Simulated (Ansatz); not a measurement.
The system is Mg.

```xyz
1
Lattice="-1.8360 1.8360 1.6794 1.8360 -1.8360 1.6794 1.8360 1.8360 -1.6794" Properties=species:S:1:pos:R:3 pbc="T T T"
Mg    0.0000    0.0000    0.0000
```

This isn't the form of Mg at room conditions, which is hcp.

```yaml
Program: Ansatz 0.2.0
Task: relaxation of cell and atoms
Functional: PBE
Potentials_or_basis: Ansatz PAW
Cutoff: "420 eV (not typed: the program's choice for these potentials)"
k_mesh: 11 × 11 × 11
Occupations: fermi-dirac, width 0.05 eV
Spin: no spin polarisation
```

At the start: volume 22.64 Å³/atom.

Q: Where does the relaxation end?

A: It ends after 9 steps and the volume is 22.83 Å³/atom (+0.8 %); space group Im-3m (No. 229, to 0.05 Å).

The path:
```
step  energy change (eV)  largest force (eV/Å)  volume (Å³)
   1              0.0000                0.0000        22.64
   2             -0.0007                0.0000        22.91
   3             -0.0009                0.0000        23.02
   4             -0.0014                0.0000        23.34
   5             -0.0019                0.0000        23.21
   6             -0.0028                0.0000        22.89
   7             -0.0032                0.0000        22.73
   8             -0.0032                0.0000        22.83
   9             -0.0032                0.0000        22.83
```

Final structure:
```
Mg
1.0
    -1.78724    1.78724    1.78697
     1.78724   -1.78724    1.78697
     1.78724    1.78724   -1.78697
Mg
1
Direct
  0.00000 0.00000 0.00000
```

Caveat: the plane-wave basis is chosen anew once the cell has moved, so the energies of steps on either side of that aren't comparable.
